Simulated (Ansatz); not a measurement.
# AlNi3: ferro- or antiferromagnet, part 2 of 2

Aim: compare arrangements of the moments in a cell of AlNi3: parallel, none, and patterns of up and down. Methods of the runs shown: PAW and LAPW. Its runs: parallel moments (PAW and LAPW); no spin polarisation (PAW); moments start ++- (PAW and LAPW).

Ansatz 0.2.0; DFT PBE; a Materials Project cell.

## (5) Moments start ++-, PAW

input.yaml

```yaml
crystal:
  lattice:
    - [3.5230547267, 0.0, 0.0]
    - [0.0, 3.5230547267, 0.0]
    - [0.0, 0.0, 3.5230547267]
  atoms:
    - { symbol: Al, position: [0.0, 0.0, 0.0] }
    - { symbol: Ni, position: [0.0, 0.5, 0.5], spin: 0.3 }
    - { symbol: Ni, position: [0.5, 0.0, 0.5], spin: 0.3 }
    - { symbol: Ni, position: [0.5, 0.5, 0.0], spin: -0.3 }
magnetization:
  spin_polarized: true
kpoints:
  mp_grid: { grid: [10, 10, 10] }
scf:
  occupations: { method: fermi_dirac, width: 0.03 }
  lower_state_search: "off"
hamiltonian:
  xc: pbe
  pseudopotentials: { kind: paw }
output:
  forces: true
  stress: true
  eigenvalues: true
  populations: true
  write_density: true
  write_potential: true
  elf: true
  volumetric_format: npy
```

The run is started by

```
$ ansatz run input.yaml --threads 2 --pin off --max-ram 6144MiB --backend cpu --events-out ev --progress --plain --runs-dir out
```

What it wrote (excerpt; [...] marks lines left out):

```text
[...]
Pseudopotentials: kind: paw
Pseudopotential: Al, paw, valence charge 3, recommended cutoff 420 eV (normal)
Pseudopotential: Ni, paw, valence charge 18, recommended cutoff 420 eV (normal)
Functional definition: PBE
[...]
Crystal: 4 atoms, lattice volume = 43.728 Å³
Basis set: ecut = 420 eV, 847 PW (Γ), exchange–correlation on 48×48×48 points (8 copies of the dense FFT grid, shifted against one another)
Bands: 35, of which v1, the nominal top of the filled ones, is band 29 counted from 1 (28 counted from 0)
Symmetry: 16 space group operations
Space group: P4/mmm (ITA 123), of the structure as read, at distance tolerance 3.5e-5 Å
Magnetic group: BNS 123.339 (UNI 999), of the structure as read, at distance tolerance 3.5e-5 Å
k-points: 126 of 1000
[...]
Starting moments: Σ|m| = 0.9 μB on 3 of 4 sites
[...]
Free energy (F): -18058.359580 eV
[...]
E sigma→0 (E₀):  -18058.354931 eV
Entropy (-TS):   -0.009299 eV (-2.325 meV/atom)
Fermi energy:    16.482189 eV
[...]
--- Forces (eV/Å), atoms counted from 1 ---
  atom   1  Al     0.00000000     0.00000000     0.00000000
  atom   2  Ni     0.00000000     0.00000000     0.00000000
  atom   3  Ni     0.00000000     0.00000000     0.00000000
  atom   4  Ni     0.00000000     0.00000000     0.00000000
[...]
--- Stress (GPa, compression-positive) ---
        7.309719       0.000000       0.000000
        0.000000       7.309719       0.000000
        0.000000       0.000000       7.309679
  P = ⅓ Tr σ = 7.3097 GPa (73.097 kbar)
--- Band table (eV; the first three rows and the last of 252) ---
[...]
--- Löwdin populations: 4 sites ---
  site symbol       q [e]    m [muB]
     0     Al      3.5503    -0.0485
     1     Ni     17.6258     0.2693
     2     Ni     17.6258     0.2693
     3     Ni     17.6258     0.2693
  spilling = 0.010040 (of n_electrons = 57.000000)
```

Run time: 21 s. Hardware: 2 threads of AMD EPYC 7R43 (Zen 3), shared host; peak memory 0.59 GiB.

In short: total moment 0.73 μB; site moments Al1 -0.02, Ni2 0.27, Ni3 0.27, Ni4 0.27 μB; pressure 7.31 GPa; no gap.

Density in a lattice plane of the grid's cell (edges 3.52 and 3.52 Å, at 0.000 of the third edge), which holds Al and Ni.

Ten even steps from ' ' (0.06 e/Å³) to '@' (60.59 e/Å³):
```
                                                
                                                
                                                
                                                
                                                
                                                
                      ......                    
                    ..::--::..                  
                  ..--++##++--..                
                  ::==##@@##==::                
                  ..--++##++--..                
                    ..::--::..                  
                      ......                    
                                                
                                                
                                                
                                                
                                                
                                                
                                                
```
Columns run along the first of these edges and rows up along the second, over one cell in 24 and 20 even steps from the bottom left corner. Atoms in the plane (fractional): Al at (0.00, 0.00), Ni at (0.50, 0.50).

ELF in the same plane.

Values, 12 rows by 12 columns:
```
0.06 0.03 0.16 0.41 0.42 0.33 0.29 0.33 0.42 0.41 0.16 0.03
0.07 0.16 0.39 0.47 0.37 0.26 0.22 0.26 0.37 0.47 0.39 0.16
0.35 0.41 0.47 0.37 0.24 0.21 0.20 0.21 0.24 0.37 0.47 0.41
0.42 0.42 0.37 0.24 0.23 0.28 0.31 0.28 0.23 0.24 0.37 0.42
0.34 0.33 0.26 0.21 0.28 0.44 0.55 0.44 0.28 0.21 0.26 0.33
0.30 0.29 0.22 0.20 0.31 0.55 0.73 0.55 0.31 0.20 0.22 0.29
0.34 0.33 0.26 0.21 0.28 0.44 0.55 0.44 0.28 0.21 0.26 0.33
0.42 0.42 0.37 0.24 0.23 0.28 0.31 0.28 0.23 0.24 0.37 0.42
0.35 0.41 0.47 0.37 0.24 0.21 0.20 0.21 0.24 0.37 0.47 0.41
0.07 0.16 0.39 0.47 0.37 0.26 0.22 0.26 0.37 0.47 0.39 0.16
0.06 0.03 0.16 0.41 0.42 0.33 0.29 0.33 0.42 0.41 0.16 0.03
0.17 0.06 0.07 0.35 0.42 0.34 0.30 0.34 0.42 0.35 0.07 0.06
```
Columns run along the first of these edges and rows up along the second, over one cell in 12 and 12 even steps from the bottom left corner. Atoms in the plane (fractional): Al at (0.00, 0.00), Ni at (0.50, 0.50).

Both are smooth fields of the valence electrons: close to the nuclei they are not physical.

Spin density (up less down) in a lattice plane of the grid's cell (edges 3.52 and 3.52 Å, at 0.000 of the third edge), which holds Al and Ni.

Values in e/Å³, 12 rows by 12 columns:
```
0.00 0.00 0.00 0.00 0.00 0.00 0.00 0.00 0.00 0.00 0.00 0.00
0.00 0.00 0.00 0.00 0.00 0.00 0.00 0.00 0.00 0.00 0.00 0.00
0.00 0.00 0.00 0.00 0.00 0.00 0.00 0.00 0.00 0.00 0.00 0.00
0.00 0.00 0.00 0.00 0.00 0.01 0.04 0.01 0.00 0.00 0.00 0.00
0.00 0.00 0.00 0.00 0.01 0.17 0.48 0.17 0.01 0.00 0.00 0.00
0.00 0.00 0.00 0.00 0.04 0.48 1.18 0.48 0.04 0.00 0.00 0.00
0.00 0.00 0.00 0.00 0.01 0.17 0.48 0.17 0.01 0.00 0.00 0.00
0.00 0.00 0.00 0.00 0.00 0.01 0.04 0.01 0.00 0.00 0.00 0.00
0.00 0.00 0.00 0.00 0.00 0.00 0.00 0.00 0.00 0.00 0.00 0.00
0.00 0.00 0.00 0.00 0.00 0.00 0.00 0.00 0.00 0.00 0.00 0.00
0.00 0.00 0.00 0.00 0.00 0.00 0.00 0.00 0.00 0.00 0.00 0.00
0.00 0.00 0.00 0.00 0.00 0.00 0.00 0.00 0.00 0.00 0.00 0.00
```
Columns run along the first of these edges and rows up along the second, over one cell in 12 and 12 even steps from the bottom left corner. Atoms in the plane (fractional): Al at (0.00, 0.00), Ni at (0.50, 0.50).

The highest ELF values outside the cores: 0.52 beside Al, off the lines to its neighbours, 1.0 Å from Al.

## (6) Moments start ++-, LAPW

input.yaml: that of step 5 with these lines changed.

```diff
@@ -19,3 +19,3 @@
   xc: pbe
-  pseudopotentials: { kind: paw }
+  pseudopotentials: { kind: all_electron, lapw: { basis_error: 0.001 } }
 output:
@@ -25,5 +25 @@
   populations: true
-  write_density: true
-  write_potential: true
-  elf: true
-  volumetric_format: npy
```

The run is started by

```
$ ansatz run input.yaml --threads 2 --pin off --max-ram 6144MiB --backend cpu --events-out ev --progress --plain --runs-dir out
```

What it wrote (excerpt; [...] marks lines left out):

```text
Al: projections on atomic orbitals take those of the free atom 1s2 2s2 2p6 3s2 3p1, of charge +0.00 (hamiltonian.pseudopotentials.projection_atoms)
Ni: projections on atomic orbitals take those of the free atom 1s2 2s2 2p6 3s2 3p6 3d8 4s2, of charge +0.00 (hamiltonian.pseudopotentials.projection_atoms)
LAPW: plane waves up to 9.014 Å⁻¹, error target 1.0e-3 eV per atom; small_component_spin mean_spin; Al in spheres of 1.246 Å, 11 of its electrons in bands, Dirac shells []; Ni in spheres of 1.246 Å, 18 of its electrons in bands, Dirac shells []
[...]
[... 4 set-up lines as earlier in the session ...]
[...]
Crystal: 4 atoms, lattice volume = 43.728 Å³
[...]
Free energy (F): -130757.797887 eV
[...]
E sigma→0 (E₀):  -130757.793311 eV
Entropy (-TS):   -0.009152 eV (-2.288 meV/atom)
Fermi energy:    17.282749 eV
[...]
--- Forces (eV/Å), atoms counted from 1 ---
  atom   1  Al     0.00000000     0.00000000     0.00000000
  atom   2  Ni     0.00000000     0.00000000     0.00000000
  atom   3  Ni     0.00000000    -0.00000000     0.00000000
  atom   4  Ni    -0.00000000     0.00000000     0.00000000
[...]
--- Stress (GPa, compression-positive) ---
        7.250614       0.000000       0.000000
        0.000000       7.250614       0.000000
        0.000000       0.000000       7.250726
  P = ⅓ Tr σ = 7.2507 GPa (72.507 kbar)
--- Band table (eV; the first three rows and the last of 252) ---
[...]
--- Löwdin populations: 4 sites ---
  site symbol       q [e]    m [muB]
     0     Al     13.6965    -0.0504
     1     Ni     27.5775     0.2711
     2     Ni     27.5775     0.2711
     3     Ni     27.5775     0.2711
  spilling = 0.005888 (of n_electrons = 97.000000)
```

Wall time 3 min (2 threads of AMD EPYC 7R43 (Zen 3), shared host); peak memory 1.4 GiB.

In short: total moment 0.73 μB; site moments Al1 -0.03, Ni2 0.27, Ni3 0.27, Ni4 0.27 μB; pressure 7.25 GPa; no gap.

## (7) Side by side

The reference is each method's run with parallel moments; energies are per magnetic atom (3 in the cell).

| run | method | energy from the method's reference (meV/magnetic atom) | total moment (μB) | largest site moment (μB) | final signs, all atoms | cycles | time |
| --- | --- | --- | --- | --- | --- | --- | --- |
| parallel moments | LAPW | 0.0 | 0.73 | 0.27 | 0+++ | 14 | 52 s |
| moments start ++- | LAPW | 0.0 | 0.73 | 0.27 | 0+++ | 25 | 3 min |
| parallel moments | PAW | 0.0 | 0.73 | 0.27 | 0+++ | 16 | 8.4 s |
| no spin polarisation | PAW | 5.1 | – | – | – | 6 | 2.2 s |
| moments start ++- | PAW | 0.0 | 0.73 | 0.27 | 0+++ | 26 | 21 s |

Final signs are given up to a flip of all moments, with 0 for moments under 0.1 μB.

## (8) Summary of results

The summary covers parts 1 to 2.

| quantity | value |
| --- | --- |
| lowest state (LAPW), reached from several starts | Al1 -0.03, Ni2 0.27, Ni3 0.27, Ni4 0.27 μB |
| lowest state (PAW), reached from several starts | Al1 -0.02, Ni2 0.27, Ni3 0.27, Ni4 0.27 μB |
| its gain over no spin (PAW) | 15.3 meV/cell |

**Reading.** By LAPW the starts «moments start ++-» and «parallel moments» end in one state, the lowest found. By PAW the starts «parallel moments» and «moments start ++-» end in one state, the lowest found. A run can end in another pattern than it began with. Only this cell's orders were tried, so longer waves of spin are out of reach. The magnetic state is the one reached from the start moments in this cell; it needn't be the ground state.
